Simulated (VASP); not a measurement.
These are PBE GGA, VASP's PBE PAW potentials (set 64) (plane waves; VASP 6.6.1) values and carry that method's errors.

A VASP calculation is set up with these files.

### KPOINTS
```
Regular mesh
0
gamma
 7 7 7
```

POSCAR:
```
CaF2
2.7853830
  0.0000000000   0.9999999509   0.9999999509
  0.9999999509   0.0000000000   0.9999999509
  0.9999999509   0.9999999509   0.0000000000
Ca F
1 2
Direct
  0.0000000000   0.0000000000   0.0000000000
  0.2500000000   0.2500000000   0.2500000000
  0.7500000000   0.7500000000   0.7500000000
```

INCAR:
```
! general
SYSTEM  =  CaF2
PREC    =  Accurate
ENCUT   =  520
LREAL   =  .FALSE.   ! projection in real space or not
LASPH   =  .TRUE.   ! aspherical one-centre terms

! electronic loop
EDIFF   =  1E-7
NELM    =  100   ! most electronic steps
ALGO    =  Normal

! smearing
ISMEAR  =  0
SIGMA   =  0.05   ! width (eV)

! functional
GGA     =  PE   ! PBE

! ions
ISIF    =  2

! output
LWAVE   =  .FALSE.
LCHARG  =  .FALSE.
```

POTCAR, in this order: Ca_sv F (PBE.64 set). Program: vasp_std.

What VASP printed:

File OSZICAR:
```
       N       E                     dE             d eps       ncg     rms          rms(c)
DAV:   1     0.216747443500E+03    0.21675E+03   -0.13639E+04   640   0.150E+03
DAV:   2    -0.851069034205E+01   -0.22526E+03   -0.22057E+03   808   0.381E+02
DAV:   3    -0.183198827636E+02   -0.98092E+01   -0.98028E+01   712   0.887E+01
DAV:   4    -0.186521118130E+02   -0.33223E+00   -0.33209E+00  1120   0.128E+01
DAV:   5    -0.186556295552E+02   -0.35177E-02   -0.35177E-02   696   0.120E+00    0.806E+00
DAV:   6    -0.173051440486E+02    0.13505E+01   -0.75615E+00   688   0.190E+01    0.317E+00
DAV:   7    -0.173098006608E+02   -0.46566E-02   -0.18933E-01   808   0.394E+00    0.170E+00
DAV:   8    -0.173290543276E+02   -0.19254E-01   -0.37055E-02   824   0.234E+00    0.187E-01
DAV:   9    -0.173336601042E+02   -0.46058E-02   -0.90781E-03   840   0.728E-01    0.146E-01
DAV:  10    -0.173344908457E+02   -0.83074E-03   -0.15386E-03   720   0.316E-01    0.254E-02
DAV:  11    -0.173345034785E+02   -0.12633E-04   -0.84027E-05   872   0.772E-02    0.135E-02
DAV:  12    -0.173345112065E+02   -0.77280E-05   -0.20486E-05   776   0.427E-02    0.379E-03
DAV:  13    -0.173345114709E+02   -0.26444E-06   -0.49105E-06   984   0.176E-02    0.416E-03
DAV:  14    -0.173345109314E+02    0.53950E-06   -0.12062E-06   824   0.109E-02    0.521E-04
DAV:  15    -0.173345109461E+02   -0.14647E-07   -0.52300E-08   576   0.241E-03
   1 F= -.17334511E+02 E0= -.17334511E+02  d E =-.630273E-13
```

### OUTCAR
```
------------------------ aborting loop because EDIFF is reached ----------------------------------------
  FORCE on cell =-STRESS in cart. coord.  units (eV):
  Direction    XX          YY          ZZ          XY          YZ          ZX
  --------------------------------------------------------------------------------------
  Total       -0.5888648     -0.5888648     -0.5888648      0.0000000     -0.0000000      0.0000000
  in kB      -21.8293833    -21.8293833    -21.8293833      0.0000000     -0.0000000      0.0000000
  external PRESSURE =     -21.8293833 kB  Pullay stress =       0.0000000 kB
  volume of cell :       43.22
      direct lattice vectors                 reciprocal lattice vectors
     0.000000000  2.785382863  2.785382863    -0.179508536  0.179508536  0.179508536
     2.785382863  0.000000000  2.785382863     0.179508536 -0.179508536  0.179508536
     2.785382863  2.785382863  0.000000000     0.179508536  0.179508536 -0.179508536
 POSITION                                       TOTAL-FORCE (eV/Angst)
 -----------------------------------------------------------------------------------
      0.00000      0.00000      0.00000         0.000000      0.000000     -0.000000
      1.39269      1.39269      1.39269        -0.000000     -0.000000     -0.000000
      4.17807      4.17807      4.17807         0.000000      0.000000      0.000000
 -----------------------------------------------------------------------------------
    total drift:                                0.000000     -0.000000      0.000000
  FREE ENERGIE OF THE ION-ELECTRON SYSTEM (eV)
  ---------------------------------------------------
  free  energy   TOTEN  =       -17.3345109461 eV

  energy  without entropy=      -17.3345109461  energy(sigma->0) =      -17.33451095
```
(Selected blocks of OUTCAR.)

OUTCAR:
```
 val. band max:       -1.2997543837   @ k =  -0.4286   0.4286   0.0000

 cond. band min:       5.6626502004   @ k =   0.0000   0.0000   0.0000


 Fermi energy:        -1.0575030317

 k-point     1 :       0.0000    0.0000    0.0000
  band No.  band energies     occupation
      1     -37.5892      2.00000
      2     -21.0653      2.00000
      3     -20.3827      2.00000
      4     -18.5269      2.00000
      5     -18.5269      2.00000
      6     -18.5269      2.00000
      7      -3.2035      2.00000
      8      -3.2035      2.00000
      9      -3.2035      2.00000
     10      -1.5177      2.00000
     11      -1.5177      2.00000
     12      -1.5177      2.00000
     13       5.6627      0.00000
     14       7.6561      0.00000
     15       7.6561      0.00000
     16       9.4928      0.00000

 k-point     2 :       0.1429    0.0000    0.0000
  band No.  band energies     occupation
      1     -37.5848      2.00000
      2     -21.1101      2.00000
      3     -20.4265      2.00000
      4     -18.5329      2.00000
      5     -18.5329      2.00000
      6     -18.4458      2.00000
      7      -3.1213      2.00000
      8      -3.1213      2.00000
      9      -3.0616      2.00000
     10      -1.7323      2.00000
     11      -1.6026      2.00000
     12      -1.6026      2.00000
     13       6.1594      0.00000
     14       7.6911      0.00000
     15       7.6911      0.00000
     16       9.3219      0.00000

 k-point     3 :       0.2857    0.0000    0.0000
  band No.  band energies     occupation
      1     -37.5747      2.00000
      2     -21.1722      2.00000
      3     -20.5684      2.00000
      4     -18.5465      2.00000
      5     -18.5465      2.00000
      6     -18.2575      2.00000
      7      -2.9127      2.00000
      8      -2.9127      2.00000
      9      -2.7504      2.00000
     10      -2.1404      2.00000
     11      -1.8111      2.00000
     12      -1.8111      2.00000
     13       7.2131      0.00000
...
```

The compound is CaF2 in the fluorite structure. This cell is one point of a volume scan, at 1.03 of the reference volume.
